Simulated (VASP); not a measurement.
AlN:

```
CELL_PARAMETERS angstrom
3.30078 0.00000 0.00000
-1.65039 2.85856 0.00000
0.00000 0.00000 4.13843
ATOMIC_POSITIONS crystal
Al 0.33333 0.66667 0.75000
Al 0.66667 0.33333 0.25000
N 0.33333 0.66667 0.25000
N 0.66667 0.33333 0.75000
```

Measurements of this composition are mostly on another form, of space group No. 186.

Base run:

| Quantity | Value |
| --- | --- |
| Program | VASP 6.6.1 |
| Functional | r2SCAN |
| Potentials or basis | VASP PAW PBE potentials, release 64 (Al, N) |
| Cutoff | 520 eV |
| k mesh | 9 × 9 × 6 |
| Occupations | gaussian, width 0.02 eV |
| Spin | no spin polarisation |

Its results: band gap on the k mesh 4.02 eV, direct.

Q: The run is repeated on the same cell with these changes: functional from r2SCAN to TB-mBJ. What comes out?

A: Band gap on the k mesh 4.62 eV, direct.
